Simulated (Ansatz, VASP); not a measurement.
## Two plane-wave programs on CdTe

The input INCAR:

```
SYSTEM = CdTe
  PREC = Accurate
  ENCUT = 520
  EDIFF = 1E-7
  ISMEAR = 0
  SIGMA = 0.05
  LREAL = .FALSE.
  LASPH = .TRUE.
  NELM = 100
  ALGO = Normal
  ISIF = 2
  LWAVE = .FALSE.
  LCHARG = .TRUE.
  LELF = .TRUE.
  LVHAR = .TRUE.
  NBANDS = 16
```

KPOINTS

```
regular mesh
0
G
  6 6 6
  0 0 0
```

Contents of POSCAR:

```
CdTe
1.0
    0.0000000000      2.9471344606      2.9471344606
    2.9471344606      0.0000000000      2.9471344606
    2.9471344606      2.9471344606      0.0000000000
Cd Te
1 1
Direct
    0.5000000000      0.5000000000      0.5000000000
    0.0000000000      0.0000000000      0.0000000000
```

Input for Ansatz:

```yaml
crystal:
  lattice:
    - [0.0, 2.9471344606, 2.9471344606]
    - [2.9471344606, 0.0, 2.9471344606]
    - [2.9471344606, 2.9471344606, 0.0]
  atoms:
    - { symbol: Cd, position: [0.5, 0.5, 0.5] }
    - { symbol: Te, position: [0.0, 0.0, 0.0] }
basis:
  ecutwfc: 420
  ecutrho_ratio: 4
kpoints:
  mp_grid: { grid: [6, 6, 6] }
hamiltonian:
  xc: lda
scf:
  occupations: { method: gaussian, width: 0.05 }
output:
  forces: true
  stress: true
  eigenvalues: true
```

Alike in both runs: task single point; functional LDA; k mesh 6 × 6 × 6; occupations gaussian, width 0.05 eV; no spin polarisation.

```csv
,VASP,Ansatz
version,VASP 6.6.1,Ansatz 0.2.0
potentials or method,"VASP PAW LDA potentials, release 64 (Cd, Te)","scalar-relativistic, plane waves, PAW"
plane-wave cutoff (eV),520,420
valence electrons in the cell,18,36
```

```csv
,VASP,Ansatz,Ansatz less VASP
gap on the k mesh at the Fermi level (eV),none,none,-
pressure (GPa),1.7,1.3,-0.44
```

A gap of «none» marks a metal or a gap that the smearing closes. The two sets of potentials don't hold the same shells in valence.

The runs have no spin-orbit coupling, so splittings on Te are missing.
